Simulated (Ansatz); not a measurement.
# W (Im-3m) in Ansatz: further runs

One crystal, W, is run at these levels: BHLYP; tasks: single point, equation of state.

Program: Ansatz 0.2.0. These are calculated values, not measurements. Logs are shortened: lines on timing, memory, paths and dates and some standing lists are left out, and cuts for length are marked.

## (1) The structure

It takes space group Im-3m (No. 229, cubic). Conventional cell: a = 3.165 Å, b = 3.165 Å, c = 3.165 Å, α = 90.00°, β = 90.00°, γ = 90.00°. W (site symmetry m-3m) is surrounded by 8 W at 2.74 Å.

## (2) Single point, BHLYP, 14.90 Å³/atom (volume scaled by 0.94)

Input file input.yaml:

```yaml
crystal:
  lattice:
    - [-1.5500431812, 1.5500431812, 1.5500431812]
    - [1.5500431812, -1.5500431812, 1.5500431812]
    - [1.5500431812, 1.5500431812, -1.5500431812]
  atoms:
    - { symbol: W, position: [0.0, 0.0, 0.0] }
hamiltonian:
  xc: { name: BHLYP }
  pseudopotentials: { kind: paw }
kpoints:
  mp_grid: { grid: [6, 6, 6] }
scf:
  occupations: { method: fermi_dirac, width: 0.05 }
output:
  forces: true
  stress: true
  eigenvalues: true
  write_density: true
  write_potential: true
  elf: true
  volumetric_format: npy
```

Potentials or basis: Ansatz PAW.

Command:

```bash
> ansatz run input.yaml --threads 2 --pin off --max-ram 5632MiB --backend cpu --events-out ev --progress --plain --runs-dir out
```

What it wrote:

```text
Warning: output.stress: scf.convergence.dr2_threshold = 1e-7 eV (the SCF's general default) is looser than the 1e-10 eV advised for a printed stress (1e-10 eV for each atom of the cell: 1). What an SCF threshold leaves in a stress goes as its square root, and in the free energy as the threshold itself, and one threshold admits the most on a small cell: of the crystals measured, under no hybrid functional and no lock of the moments, on runs that ended without the residual-converged pass, on stresses that held no estimate of that error, the worst erred by over 100 MPa in a component at 1e-7 eV an atom and by under 5 at 1e-10. Set scf.convergence.dr2_threshold to 1e-10 eV or tighter. The threshold is an SCF's pass mark: one that does not reach it within its budget of iterations ends unconverged, or closes short of it on a stop that the run arms, and scf.convergence.dr2_threshold's page says what that costs each kind of run
Warning: output.stress: scf.exx.energy_threshold = 1e-6 eV is looser than the 1e-8 eV advised for a stress under a hybrid functional (1e-8 eV for each atom of the cell: 1). Every SCF of the exchange loop can meet its threshold on dr2 while the loop round them stops early: no threshold on dr2 bounds what that leaves in the stress. Set scf.exx.energy_threshold to 1e-8 eV or tighter. The threshold is the loop's pass mark: a loop that does not reach it within its budget of cycles ends unconverged, and scf.exx.energy_threshold's page has the law
Warning: RAYON_NUM_THREADS=2 ignored (pool sized by the plan → 2); use --threads N
Engine: ansatz 0.2.0, aarch64-unknown-linux-gnu
Pseudopotentials: kind: paw
Pseudopotential: W, paw, valence charge 14, recommended cutoff 420 eV (normal), W.paw.azcp
Functional definition: BHLYP
  parameter a = 0.5
  exchange = (1 - a)*b88_x + a*exact_x
  correlation = lyp_c
Crystal: 1 atoms, lattice volume = 14.897 Å³
Basis set: ecut = 420 eV, 321 PW (Γ), exchange–correlation on 36×36×36 points (8 copies of the dense FFT grid, shifted against one another)
Bands: 11, of which v1, the nominal top of the filled ones, is band 7 counted from 1 (6 counted from 0)
Symmetry: 48 space group operations
Space group: Im-3m (ITA 229), of the structure as read, at distance tolerance 2.5e-5 Å
k-points: 16 of 216
Non-local potential: W, projectors of the file, l = 0: 3, l = 1: 2, l = 2: 2, l = 3: 1
PAW form: soft (Blöchl's): semilocal exchange-correlation on the pseudo side does not see the compensation charge
PAW frozen core: W, regenerated for the run's functional, and the local potential with it (the file was generated under x = pbe(κ = 0.804, μ = 0.2195149727645171), c = pbe(β = 0.06672455060314922))
PAW one-centre angular grid: W, 590 points (default); XC on 64 Gauss nodes
Initial density: superposition of atomic densities (neutral atoms: chi_scale 0, normalization atom), corrected by the library's trained network
Initial wavefunctions: pseudopotential atomic-orbital guess
Functional: x = b88, c = lyp, warm-up for x = 0.5 b88 + 0.5 exact, c = lyp
SCF iter   1: F=—  HF=-10408.766256 eV  |F-HF|=—  |Δ(HF+E_count)|=         —  Δρ=1.05e-2  dr2=6.62e-3  ethr=1.77e-3  ⟨swp⟩=6.0  Hψ=666  notcnv=0
preconditioner: auto → none  [insulator: Δε(μ)=0.342 eV  Ē_g=9.665 eV  σ=0.050 eV  W_gap=0.94  n_scr=0 (ndim 8)  ℏωp=23.6 eV  f_vac=0.000  D(μ)=0.17/eV (n_scr^D=0)]
SCF iter   2: F=—  HF=-10408.765521 eV  |F-HF|=—  |Δ(HF+E_count)|=   7.36e-4  Δρ=4.94e-3  dr2=1.51e-3  ethr=4.73e-5  ⟨swp⟩=2.0  Hψ=314  notcnv=0
iter 3 solved again at ethr=2.13e-8 eV; its pass at ethr=1.08e-5 eV (dr2=2.98e-6 eV) is discarded
SCF iter   3: F=—  HF=-10408.765442 eV  |F-HF|=—  |Δ(HF+E_count)|=   7.86e-5  Δρ=2.83e-4  dr2=3.10e-6  ethr=2.13e-8  ⟨swp⟩=3.2  Hψ=729  notcnv=0
SCF iter   4: F=—  HF=-10408.765443 eV  |F-HF|=—  |Δ(HF+E_count)|=   5.33e-7  Δρ=1.02e-4  dr2=2.93e-7  ethr=2.13e-8  ⟨swp⟩=3.0  Hψ=338  notcnv=0
[... 20 lines left out ...]
SCF iter   4: F=-10387.259158 eV  HF=-10387.259158 eV  |F-HF|=5.80e-9  |Δ(HF+E_count)|=   1.50e-8  Δρ=7.31e-6  dr2=6.80e-9  ethr=4.79e-10  ⟨swp⟩=3.1  Hψ=397  notcnv=0  defer=1
SCF 3 converged in 4 iterations: F = -10387.259158 eV  dr2 = 6.80e-9
  Residual-converged pass: ⟨swp⟩=3.0  Hψ=359  notcnv=0  max |occ|·‖R‖ = 2.3e-6 eV (tolerance 2.4e-6 eV)  dr2=6.95e-9  dr2_onsite=7.58e-10  max |Δocc| = 1.9e-14
hybrid outer 2: dexx = +8.387e-6 eV, tail = 3.85e-7 eV, Δε = 1.23e-2 eV (about 6.78e-4 eV left of the loop's levels)
Frozen-core exchange: fock
SCF iter   1: F=—  HF=-10387.259160 eV  |F-HF|=—  |Δ(HF+E_count)|=         —  Δρ=2.54e-5  dr2=3.77e-8  ethr=1.37e-8  ⟨swp⟩=3.4  Hψ=446  notcnv=0
preconditioner: auto → none  [insulator: Δε(μ)=1.663 eV  Ē_g=13.768 eV  σ=0.050 eV  W_gap=1.00  n_scr=0 (ndim 8)  ℏωp=23.6 eV  f_vac=0.000  D(μ)=0.00/eV (n_scr^D=0)]
SCF iter   2: F=-10387.259160 eV  HF=-10387.259160 eV  |F-HF|=3.92e-9  |Δ(HF+E_count)|=   1.02e-8  Δρ=1.17e-5  dr2=5.10e-9  ethr=2.57e-10  ⟨swp⟩=3.1  Hψ=361  notcnv=0  defer=1
SCF 4 converged in 2 iterations: F = -10387.259160 eV  dr2 = 5.10e-9
  Residual-converged pass: ⟨swp⟩=2.9  Hψ=321  notcnv=0  max |occ|·‖R‖ = 2.3e-6 eV (tolerance 2.4e-6 eV)  dr2=5.05e-9  dr2_onsite=7.97e-10  max |Δocc| = 3.4e-20
hybrid outer 3: dexx = +2.298e-8 eV, tail = 1.28e-8 eV, Δε = 3.89e-4 eV (about 8.57e-5 eV left of the loop's levels), ΔF = 3.08e-31 eV/Å (tail 2.39e-31)
hybrid SCF converged: 3 outer / 10 inner (+5 warm-up), last move |dexx| = 2.30e-8 eV, tail = 1.28e-8 eV
Stability not checked: this state was not tested for a lower state beside it, because the functional holds exact exchange (a hybrid, or Hartree-Fock), whose exchange loop this test does not read (fock_operator; see scf.lower_state_search)
Free energy (F): -10387.259160 eV
Frozen-core exchange: fock
Harris-Foulkes:  -10387.259160 eV  (|F-HF|=3.92e-9)
Internal energy: -10387.259160 eV  (E = F + TS)
E sigma→0 (E₀):  -10387.259160 eV
Fermi energy:    24.647323 eV
--- Per-component energies (eV) ---
  E_band       = -118.901087
  E_kinetic    = 451.896704
  E_local      = -547.774749  (includes V_loc(G=0)·N_el)
  E_nonlocal   = 2.637191
  E_hartree    = 199.922804
  E_xc         = -140.478732
  E_vxc        = -125.084848  (∫ρ·V_xc dr)
  E_exx        = -93.171106  (= α·E_x^exact, valence–valence)
  E_paw        = -8598.149798  (= ΣΔE_a)
  E_vpaw       = -114.079685  (= ΣTr[D̂ρ^β])
  E_aug_tail   = -0.000051  (compensation charges beyond the density's cutoff)
  E_ewald      = -1656.586045
  E_core_change = -5.555378  (= ΣΔE_core)
  E_smearing   = -0.000000  (= −TS)
  E_closure    = 0.000000  (closes the sum)
  Σ components = -10387.259160   (vs F -10387.259160, Δ=0.00e0)
--- Forces (eV/Å), atoms counted from 1 ---
  atom   1  W      0.00000000    -0.00000000     0.00000000
  max |Σ_I F_I| component: 5.42e-31 eV/Å
--- Stress (GPa, compression-positive) ---
       24.874560       0.000000       0.000000
        0.000000      24.874560      -0.000000
        0.000000       0.000000      24.874560
  P = ⅓ Tr σ = 24.8746 GPa (248.746 kbar)
--- Band table (eV; the first three rows and the last of 16) ---
  k-point 0: bands = ["-58.2342", "-18.7307", "-18.7307", "-18.7307", "11.2669", "21.6663", "21.6663", "21.6663", "29.3848", "29.3848", "41.8519"]
  k-point 1: bands = ["-58.1734", "-19.2830", "-18.8921", "-18.7226", "12.9130", "20.7306", "21.4559", "23.7957", "28.1566", "29.3293", "42.9307"]
  k-point 2: bands = ["-58.0533", "-20.3162", "-19.2053", "-18.7094", "15.2709", "19.1931", "21.8431", "28.8264", "29.7848", "29.8197", "40.9256"]
  k-point 15: bands = ["-57.8145", "-20.0768", "-20.0768", "-20.0768", "15.9703", "15.9703", "32.4630", "32.4630", "32.4630", "35.7592", "35.7592"]
```

v_z.tsv:

```text
# z_ang	v_es[eV]	v_tot[eV]
# format = ansatz-planar-average/11
# xc	{"exchange":"b88","correlation":"lyp","exx":{"coeff":0.5,"omega":null}}
# density_cutoff_ev	1680
# datasets	W=:simpson_from_first_knot:soft:fock:shift=-229032
# lattice	-1.550043181	1.550043181	1.550043181
# lattice	1.550043181	-1.550043181	1.550043181
# lattice	1.550043181	1.550043181	-1.550043181
# sites	1
# site	74	0.000000000	0.000000000	0.000000000
0.000000	9.344974e-1	-7.867975e0
0.149153	1.469885e0	-7.253830e0
0.298306	3.031339e0	-5.450070e0
0.447459	5.487798e0	-2.594322e0
0.596612	8.615962e0	1.039049e0
0.745765	1.209623e1	5.045143e0
[... 10 lines left out ...]
2.386448	3.031339e0	-5.450070e0
2.535601	1.469885e0	-7.253830e0
```

It took 6.3 s on 2 threads of Arm Neoverse V1, shared host; peak memory 0.52 GiB.

What came out:

```
Free energy : -10387.2592 eV
Pressure    : 24.9 GPa
```

Caveat: the k mesh is coarse (spacing up to 0.48 Å⁻¹), so the values aren't converged, least of all with exact exchange; the PAW data sets come from PBE, with cores solved anew for the run's functional, which leaves a small shift of forces and pressure; the thresholds are loose for stress.

## (3) Single point, BHLYP, 15.21 Å³/atom (volume scaled by 0.96)

Edit input.yaml of step 2 so:

```diff
@@ -2,5 +2,5 @@
   lattice:
-    - [-1.5500431812, 1.5500431812, 1.5500431812]
-    - [1.5500431812, -1.5500431812, 1.5500431812]
-    - [1.5500431812, 1.5500431812, -1.5500431812]
+    - [-1.5609593379, 1.5609593379, 1.5609593379]
+    - [1.5609593379, -1.5609593379, 1.5609593379]
+    - [1.5609593379, 1.5609593379, -1.5609593379]
   atoms:
```

Potentials or basis: Ansatz PAW.

Command:

```bash
> ansatz run input.yaml --threads 2 --pin off --max-ram 5632MiB --backend cpu --events-out ev --progress --plain --runs-dir out
```

Wall time 6.3 s (2 threads of Arm Neoverse V1, shared host); peak memory 0.52 GiB.

It converged, with:

| Property | Result |
| --- | --- |
| Free energy | -10387.2995 eV |
| Pressure | 16.1 GPa |

Caveat: the k mesh is coarse (spacing up to 0.47 Å⁻¹), so the values aren't converged, least of all with exact exchange; the PAW data sets come from PBE, with cores solved anew for the run's functional, which leaves a small shift of forces and pressure; the thresholds are loose for stress.

## (4) Single point, BHLYP, 15.53 Å³/atom (volume scaled by 0.98)

Edit input.yaml of step 3 so:

```diff
@@ -2,5 +2,5 @@
   lattice:
-    - [-1.5609593379, 1.5609593379, 1.5609593379]
-    - [1.5609593379, -1.5609593379, 1.5609593379]
-    - [1.5609593379, 1.5609593379, -1.5609593379]
+    - [-1.5717249149, 1.5717249149, 1.5717249149]
+    - [1.5717249149, -1.5717249149, 1.5717249149]
+    - [1.5717249149, 1.5717249149, -1.5717249149]
   atoms:
```

Command:

```bash
> ansatz run input.yaml --threads 2 --pin off --max-ram 5632MiB --backend cpu --events-out ev --progress --plain --runs-dir out
```

Run time: 6.3 s. Hardware: 2 threads of Arm Neoverse V1, shared host; peak memory 0.52 GiB.

It converged, with:

```
Free energy : -10387.3234 eV
Pressure    : 8.1 GPa
```

Caveat: the k mesh is coarse (spacing up to 0.47 Å⁻¹), so the values aren't converged, least of all with exact exchange; the PAW data sets come from PBE, with cores solved anew for the run's functional, which leaves a small shift of forces and pressure; the thresholds are loose for stress.

## (5) Single point, BHLYP, 15.85 Å³/atom

Input file input.yaml:

```yaml
crystal:
  lattice:
    - [-1.582345, 1.582345, 1.582345]
    - [1.582345, -1.582345, 1.582345]
    - [1.582345, 1.582345, -1.582345]
  atoms:
    - { symbol: W, position: [0.0, 0.0, 0.0] }
hamiltonian:
  xc: { name: BHLYP }
  pseudopotentials: { kind: paw }
kpoints:
  mp_grid: { grid: [6, 6, 6] }
scf:
  occupations: { method: fermi_dirac, width: 0.05 }
output:
  forces: true
  stress: true
  eigenvalues: true
```

Command:

```bash
> ansatz run input.yaml --threads 2 --pin off --max-ram 5632MiB --backend cpu --events-out ev --progress --plain --runs-dir out
```

Wall time 6.4 s (2 threads of Arm Neoverse V1, shared host); peak memory 0.52 GiB.

It converged, with:

```
Free energy : -10387.3323 eV
Pressure    : 1.0 GPa
```

Caveat: the k mesh is coarse (spacing up to 0.47 Å⁻¹), so the values aren't converged, least of all with exact exchange; the PAW data sets come from PBE, with cores solved anew for the run's functional, which leaves a small shift of forces and pressure; the thresholds are loose for stress.

## (6) Single point, BHLYP, 16.16 Å³/atom (volume scaled by 1.02)

Input file input.yaml:

```yaml
crystal:
  lattice:
    - [-1.5928244114, 1.5928244114, 1.5928244114]
    - [1.5928244114, -1.5928244114, 1.5928244114]
    - [1.5928244114, 1.5928244114, -1.5928244114]
  atoms:
    - { symbol: W, position: [0.0, 0.0, 0.0] }
hamiltonian:
  xc: { name: BHLYP }
  pseudopotentials: { kind: paw }
kpoints:
  mp_grid: { grid: [6, 6, 6] }
scf:
  occupations: { method: fermi_dirac, width: 0.05 }
output:
  forces: true
  stress: true
  eigenvalues: true
  write_density: true
  write_potential: true
  elf: true
  volumetric_format: npy
```

Potentials or basis: Ansatz PAW.

Command:

```bash
> ansatz run input.yaml --threads 2 --pin off --max-ram 5632MiB --backend cpu --events-out ev --progress --plain --runs-dir out
```

Wall time 11 s (2 threads of Arm Neoverse V1, shared host); peak memory 0.53 GiB.

The run converged. Its results:

| Property | Result |
| --- | --- |
| Free energy | -10387.3328 eV |
| Pressure | -1.5 GPa |

Caveat: the k mesh is coarse (spacing up to 0.46 Å⁻¹), so the values aren't converged, least of all with exact exchange; the PAW data sets come from PBE, with cores solved anew for the run's functional, which leaves a small shift of forces and pressure; the thresholds are loose for stress.

## (7) Single point, BHLYP, 16.48 Å³/atom (volume scaled by 1.04)

Input file input.yaml:

```yaml
crystal:
  lattice:
    - [-1.6031677168, 1.6031677168, 1.6031677168]
    - [1.6031677168, -1.6031677168, 1.6031677168]
    - [1.6031677168, 1.6031677168, -1.6031677168]
  atoms:
    - { symbol: W, position: [0.0, 0.0, 0.0] }
hamiltonian:
  xc: { name: BHLYP }
  pseudopotentials: { kind: paw }
kpoints:
  mp_grid: { grid: [6, 6, 6] }
scf:
  occupations: { method: fermi_dirac, width: 0.05 }
output:
  forces: true
  stress: true
  eigenvalues: true
```

Command:

```bash
> ansatz run input.yaml --threads 2 --pin off --max-ram 5632MiB --backend cpu --events-out ev --progress --plain --runs-dir out
```

It took 11 s on 2 threads of Arm Neoverse V1, shared host; peak memory 0.55 GiB.

Results (log left out):

* Free energy: -10387.3236 eV
* Pressure: -7.7 GPa

Caveat: the k mesh is coarse (spacing up to 0.46 Å⁻¹), so the values aren't converged, least of all with exact exchange; the PAW data sets come from PBE, with cores solved anew for the run's functional, which leaves a small shift of forces and pressure; the thresholds are loose for stress.

## (8) Single point, BHLYP, 16.80 Å³/atom (volume scaled by 1.06)

Edit input.yaml of step 7 so:

```diff
@@ -2,5 +2,5 @@
   lattice:
-    - [-1.6031677168, 1.6031677168, 1.6031677168]
-    - [1.6031677168, -1.6031677168, 1.6031677168]
-    - [1.6031677168, 1.6031677168, -1.6031677168]
+    - [-1.6133792515, 1.6133792515, 1.6133792515]
+    - [1.6133792515, -1.6133792515, 1.6133792515]
+    - [1.6133792515, 1.6133792515, -1.6133792515]
   atoms:
```

Command:

```bash
> ansatz run input.yaml --threads 2 --pin off --max-ram 5632MiB --backend cpu --events-out ev --progress --plain --runs-dir out
```

Wall time 11 s (2 threads of Arm Neoverse V1, shared host); peak memory 0.53 GiB.

Results (log left out):

* Free energy: -10387.3031 eV
* Pressure: -13.2 GPa

Caveat: the k mesh is coarse (spacing up to 0.46 Å⁻¹), so the values aren't converged, least of all with exact exchange; the PAW data sets come from PBE, with cores solved anew for the run's functional, which leaves a small shift of forces and pressure; the thresholds are loose for stress.

## (9) Equation of state, BHLYP

Potentials or basis: Ansatz PAW.

No new run: the results of the series are fitted here.

What came out:

```
Equilibrium volume                      : 15.98 Å³/atom
Bulk modulus                            : 272 GPa
Pressure derivative of the bulk modulus : 6.9 (rough: it moves with the points fitted)
```

Energy against volume, from the lowest point:
| volume (Å³/atom) | energy (meV/atom) |
| --- | --- |
| 14.897 | 73.62 |
| 15.214 | 33.26 |
| 15.531 | 9.40 |
| 15.848 | 0.47 |
| 16.165 | 0.00 |
| 16.482 | 9.13 |
| 16.798 | 29.70 |

Caveat: the k mesh is coarse (spacing up to 0.47 Å⁻¹), so the values aren't converged, least of all with exact exchange; the potentials were made for another functional, which shifts forces and pressure; the fit is doubtful: noisy points or a state that changes with volume. The run has no spin-orbit coupling, so splittings on W are missing.
